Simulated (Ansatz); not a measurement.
Be2C:

```xyz
3
Lattice="0.0000 2.1650 2.1650 2.1650 0.0000 2.1650 2.1650 2.1650 0.0000" Properties=species:S:1:pos:R:3 pbc="T T T"
C     0.0000    0.0000    0.0000
Be    3.2475    3.2475    3.2475
Be    1.0825    1.0825    1.0825
```

Base run:

```yaml
Program: Ansatz 0.2.0
Functional: HSE06 form with a typed share of exact exchange
Potentials_or_basis: Ansatz PAW
Cutoff: "420 eV (not typed: the program's choice for these potentials)"
k_mesh: 6 × 6 × 6
Occupations: fermi-dirac, width 0.05 eV
Spin: no spin polarisation
```

Its results: band gap on the k mesh 1.73 eV, indirect (least direct gap 4.93 eV); pressure -3.3 GPa.

Task: After a change of settings the same cell gave: band gap on the k mesh 1.40 eV, indirect (least direct gap 4.54 eV); pressure -2.4 GPa. Which change was it?
A. screening (1/å) from 0.3 to 0.4
B. screening (1/å) from 0.3 to 0.6
C. screening (1/å) from 0.3 to 0.15
D. screening (1/å) from 0.3 to 0.2

Result: B.

Caveats: the PAW data sets come from PBE, with cores solved anew for the run's functional, which leaves a small shift of forces and pressure; the thresholds are loose for stress.
